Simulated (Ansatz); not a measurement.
Strain response of CoSn

Theory: Ansatz, DFT PBE, scalar-relativistic, plane waves, PAW. Run with 420 eV cutoff, 12×12×8 k-mesh, Gaussian smearing of 0.10 eV, no spin polarisation.

Starting point, cell and atoms relaxed:

```
CELL_PARAMETERS angstrom
5.29659 0.00000 0.00000
-2.64829 4.58698 0.00000
0.00000 0.00000 4.23029
ATOMIC_POSITIONS crystal
Co 0.00000 0.50000 0.00000
Co 0.50000 0.50000 0.00000
Co 0.50000 0.00000 0.00000
Sn 0.66667 0.33333 0.50000
Sn 0.33333 0.66667 0.50000
Sn 0.00000 0.00000 0.00000
```

Deformation: all cell vectors scaled alike, the atoms relaxed, all within the symmetry that the strain leaves. Energies are extrapolated to zero smearing. Stress is positive in compression, on the Cartesian axes of the cell above.

```tsv
strain (%)	ΔE (meV/atom)	a (Å)	b (Å)	c (Å)	σxx (GPa)	σyy (GPa)	σzz (GPa)
-6.0	280.1	4.979	4.979	3.976	37.05	37.05	36.99
-4.0	114.6	5.085	5.085	4.061	21.01	21.01	21.00
-2.0	26.3	5.191	5.191	4.146	8.94	8.94	8.96
+0.0	0.0	5.297	5.297	4.230	-0.03	-0.03	0.00
+2.0	23.0	5.403	5.403	4.315	-6.60	-6.60	-6.57
+4.0	85.0	5.508	5.508	4.399	-11.30	-11.30	-11.27
+6.0	177.3	5.614	5.614	4.484	-14.55	-14.55	-14.53
```